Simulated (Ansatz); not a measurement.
## LDA, PBE, PBEsol and r²SCAN on Li

```yaml
crystal:
  lattice:
    - [-1.75000, 1.75000, 1.75000]
    - [1.75000, -1.75000, 1.75000]
    - [1.75000, 1.75000, -1.75000]
  atoms:
    - { symbol: Li, position: [0.00000, 0.00000, 0.00000] }
```

The cell is a measured one (Crystallography Open Database entry 9011628); the temperature and pressure of the measurement aren't taken into account, and nothing was relaxed.

One fixed cell is solved with several functionals by PAW (frozen-core files) in Ansatz 0.2.0, scalar-relativistically. A positive pressure means that the functional wants a larger cell.

The PAW files were made with PBE; their cores are remade for each functional.

The runs use a Γ-centred 15×15×15 k mesh, Fermi–Dirac smearing of 0.08 eV, cutoff 420 eV, no spin polarisation.

Cutoffs: PBE 420 eV, LDA 420 eV, PBEsol 420 eV, r²SCAN 500 eV.

```tsv
setting	P (GPa)	lowest level at Γ above −25 eV, from the valence-band top or, without a gap, the Fermi level (eV)
PBE	-0.71	-3.52
LDA	-1.47	?
PBEsol	-0.71	-3.52
r²SCAN	?	-3.88
```

Task: What belongs in the row "r²SCAN", column "P (GPa)"?

Result: -0.24.

Task: What belongs in the row "LDA", column "lowest level at Γ above −25 eV, from the valence-band top or, without a gap, the Fermi level (eV)"?

Result: -3.47.
